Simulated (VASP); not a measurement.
Here is a VASP 6.6.1 calculation.

File INCAR:

```
SYSTEM = Hf
ALGO = Normal ; EDIFF = 1E-7
EDIFFG = -0.002 ; ENCUT = 520
GGA = PS ; IBRION = 2
ISIF = 3 ; ISMEAR = 0
KPAR = 4 ; LASPH = .TRUE.
LCHARG = .FALSE. ; LREAL = .FALSE.
LWAVE = .FALSE. ; NELM = 100
NSW = 80 ; PREC = Accurate
PSTRESS = 1000 ; SIGMA = 0.1
```

File KPOINTS:

```
k-points
0
G
  3 3 4
  0 0 0
```

POSCAR

```
Hf                                      
1.0
    4.2744995962      0.0000000000      0.0000000000
   -2.1372497981      3.7018252563      0.0000000000
    0.0000000000     -0.0000000000      2.6763700931
  Hf            
     3
Direct
     0.6666666699999979    0.3333333300000021    0.5000000000000000
     0.3333333300000021    0.6666666699999979    0.5000000000000000
     0.0000000000000000    0.0000000000000000    0.0000000000000000
```

Potentials or basis: VASP PAW PBE potentials, release 64 (Hf_pv).

Command:

```sh
$ cat potpaw_PBE.64/Hf_pv/POTCAR > POTCAR
$ mpirun -np 4 vasp_std > vasp.out
```

Task: Estimate the band gap on the k mesh.

Result: None (metal or under the smearing width).

Final structure:
```cif
data_structure
_symmetry_space_group_name_H-M 'P 1'
_symmetry_Int_Tables_number 1
_cell_length_a 4.2745
_cell_length_b 4.2745
_cell_length_c 2.6764
_cell_angle_alpha 90.000
_cell_angle_beta 90.000
_cell_angle_gamma 120.000
_cell_volume 42.35
loop_
_atom_site_label
_atom_site_type_symbol
_atom_site_fract_x
_atom_site_fract_y
_atom_site_fract_z
_atom_site_occupancy
Hf1 Hf 0.66667 0.33333 0.50000 1
Hf2 Hf 0.33333 0.66667 0.50000 1
Hf3 Hf 0.00000 0.00000 0.00000 1
```

Caveat: the k mesh is coarse (spacing up to 0.59 Å⁻¹), so the values aren't converged; the relaxation stopped at its first step, so nothing moved. Spin-orbit coupling is left out, which matters for the levels of Hf.
